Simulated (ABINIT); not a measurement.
# C: equation of state with PBEsol

**The experiment to reproduce.**

From “Equation of state of cubic boron nitride at high pressures and temperatures”, 2007, arxiv:cond-mat/0702656, for a bulk crystal of C: bulk modulus 442 ± 5 GPa.

Crystal: C.

```
C
1.0
     0.00000    1.78337    1.78337
     1.78337    0.00000    1.78337
     1.78337    1.78337    0.00000
C
2
Direct
  0.75000 0.75000 0.75000
  0.50000 0.50000 0.50000
```

This isn't the form of C at room conditions, which is graphite.

```
Program             : ABINIT 10.8.3 (patched build)
Task                : equation of state
Functional          : PBEsol
Potentials or basis : PseudoDojo NC SR PBEsol v0.4.1 standard
Cutoff              : 1116 eV
k mesh              : 13 × 13 × 13
Occupations         : fermi-dirac, width 0.05 eV
Spin                : no spin polarisation
```

The equilibrium volume is 5.63 Å³/atom. The bulk modulus is 449 GPa and the pressure derivative of the bulk modulus is 3.7.

Energy against volume, from the lowest point:
```
volume (Å³/atom)  energy (meV/atom)
           5.332              24.26
           5.445               8.91
           5.558               1.04
           5.672               0.00
           5.785               5.16
           5.899              15.97
           6.012              31.92
```

It took 60 s on 1 thread of Arm Neoverse V2 (shared host), peak memory 0.12 GiB.

A measured bulk modulus of C is 442 GPa (quoted in “Equation of state of cubic boron nitride at high pressures and temperatures”, 2007, arxiv:cond-mat/0702656); the calculated 449 GPa misses it by +1.6 %. 3 values of this kind are on record (442 to 444.8 GPa); this one was drawn at random among those near their median, those with a stated uncertainty first. The fit is for a static lattice scaled at fixed shape and fixed fractional positions. The cell as given is a measured one (5.67 Å³/atom); PBEsol puts the equilibrium volume -0.7 % from it, thermal expansion not counted.

Caveat: pressures at fixed basis lie under the slope of the energies.
